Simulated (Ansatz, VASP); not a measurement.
Two plane-wave programs on GaN

Contents of INCAR:

```
ALGO = Fast
EDIFF = 1E-6
ENCUT = 520
GGA = PE
ISIF = 2
ISMEAR = 0
LASPH = True
LCHARG = False
LREAL = False
LWAVE = False
NBANDS = 16
NELM = 100
PREC = Accurate
SIGMA = 0.05
```

KPOINTS

```
k-points
0
Gamma
  14 14 14
```

File POSCAR:

```
GaN
1.0
    0.0000000000      2.1752706563      2.1752706563
    2.1352350000      0.0400356562      2.1352350000
    2.1352350000      2.1352350000      0.0400356562
Ga N
1 1
Direct
    0.0000000000      0.0000000000      0.0000000000
    0.5000000000      0.5000000000      0.5000000000
```

Input for Ansatz:

```yaml
crystal:
  lattice:
    - [0.0, 2.1752706563, 2.1752706563]
    - [2.135235, 0.0400356562, 2.135235]
    - [2.135235, 2.135235, 0.0400356562]
  atoms:
    - { symbol: Ga, position: [0.0, 0.0, 0.0] }
    - { symbol: "N", position: [0.5, 0.5, 0.5] }
basis:
  ecutwfc: 420
kpoints:
  mp_grid: { grid: [14, 14, 14] }
hamiltonian:
  xc: pbe
scf:
  occupations: { method: gaussian, width: 0.05 }
output:
  forces: true
  stress: true
  eigenvalues: true
```

Change from the starting cell: strain +0.0375 x Voigt [0, 0, 0, 1, 0, 0], atoms carried along.

Alike in both runs: task single point; functional PBE; k mesh 14 × 14 × 14; occupations gaussian, width 0.05 eV; no spin polarisation.

```csv
,VASP,Ansatz
version,VASP 6.6.1,Ansatz 0.2.0
potentials or method,"VASP PAW PBE potentials, release 64 (Ga_d, N)","scalar-relativistic, plane waves, PAW"
plane-wave cutoff (eV),520,420
valence electrons in the cell,18,18
```

|  | VASP | Ansatz | Ansatz less VASP |
| --- | --- | --- | --- |
| gap on the k mesh at the Fermi level (eV) | 0.18 | 0.19 | +0.009 |
| least direct gap on the mesh (eV) | 2.10 | 2.10 | -0.002 |
| pressure (GPa) | 0.6 | -0.2 | -0.75 |
| largest component of the traceless stress (GPa) | 7.68 | 7.69 | +0.012 |

A k mesh can miss the band edges.
